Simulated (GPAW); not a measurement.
TiAl:

```xyz
2
Lattice="3.1791 0.0000 0.0000 0.0000 3.1791 0.0000 0.0000 0.0000 3.1791" Properties=species:S:1:pos:R:3 pbc="T T T"
Ti    0.0000    0.0000    0.0000
Al    1.5895    1.5895    1.5895
```

The cell comes from a database or a generator and needn't be the stable form of this composition.

Base run:

- Program: GPAW 26.7.0
- Functional: PBE
- Potentials or basis: GPAW PAW data sets (gpaw-data 1.2.1)
- Cutoff: 600 eV
- Basis: pw
- k mesh: 8 × 8 × 8
- Occupations: gaussian, width 0.1 eV
- Spin: no spin polarisation

Its results: band gap on the k mesh none (metal or under the smearing width); pressure 0.7 GPa.

Task: The run is repeated on the same cell with these changes: functional from PBE to LDA; potentials or basis from GPAW PAW data sets (gpaw-data 1.2.1) to the program's PAW data sets (release 1.2.1) made for this functional. What comes out?

Result: Band gap on the k mesh none (metal or under the smearing width); pressure -5.9 GPa.
